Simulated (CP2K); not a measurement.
**Zn under changes of volume**

One of the cells (15.451 Å³/atom); the others are scaled copies at fixed shape and fractional positions:

```
CELL_PARAMETERS angstrom
2.71765 0.00000 0.00000
-0.90588 2.56223 0.00000
-0.90588 -1.28111 2.21895
ATOMIC_POSITIONS crystal
Zn 0.00000 0.00000 0.00000
```

This isn't the form of Zn at room conditions, which is hcp.

* Program: CP2K 2026.2
* Functional: PBEsol
* Potentials or basis: POTENTIAL_UZH Zn GTH-PBE-q12; TZVP-MOLOPT-PBE-GTH basis
* Density cutoff: 6123 eV
* k mesh: 12 × 12 × 12
* Occupations: fermi-dirac, width 0.05 eV
* Spin: no spin polarisation

```csv
volume (Å³/atom),energy over the lowest point (meV/atom),pressure (GPa)
14.524,0.00,-1.1
14.833,3.61,-2.6
15.142,9.79,-3.9
15.451,18.27,-5.0
15.760,?,?
16.069,41.35,-6.9
16.378,55.41,-7.7
```

What does the run at 15.760 Å³/atom give?

Energy over the lowest point 28.88 meV/atom; pressure -6.1 GPa.

Worked out: A Birch-Murnaghan fit of order 3 (a polynomial in V^(-2/3)) to the other rows has its minimum at 14.30 Å³/atom, just outside them, with B0 = V·E''(V) = 76 GPa and B' = 4.3. It gives 28.88 meV/atom at 15.760 Å³/atom, against the run's 28.88, and -dE/dV = -6.0 GPa, against -6.1.

Energies are extrapolated to zero smearing.

Caveats: the potentials were made for another functional, which shifts forces and pressure; the basis of atomic orbitals isn't converged, which shifts pressures, moduli and gaps.
